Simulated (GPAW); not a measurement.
CsH:

```
CELL_PARAMETERS angstrom
0.00000 3.18800 3.18800
3.18800 0.00000 3.18800
3.18800 3.18800 0.00000
ATOMIC_POSITIONS crystal
Cs 0.00000 0.00000 0.00000
H 0.50000 0.50000 0.50000
```

Base run:

* Program: GPAW 26.7.0
* Functional: LDA
* Potentials or basis: the program's PAW data sets (release 1.2.1) made for this functional
* Cutoff: 600 eV
* Basis: pw
* k mesh: 7 × 7 × 7
* Occupations: fermi-dirac, width 0.05 eV
* Spin: no spin polarisation

Its results: band gap on the k mesh 2.23 eV, direct; pressure -1.2 GPa.

Task: The run is repeated on the same cell with these changes: functional from LDA to PBEsol; potentials or basis from the program's PAW data sets (release 1.2.1) made for this functional to PAW data sets generated in the run's folder for this functional. What comes out?

Result: Band gap on the k mesh 2.40 eV, direct; pressure -0.5 GPa.

Caveats: spin-orbit coupling is left out, which moves the levels of the heavy elements; the mesh misses the band edges, which the band path finds closer together.

Not every run made on this cell is shown here.
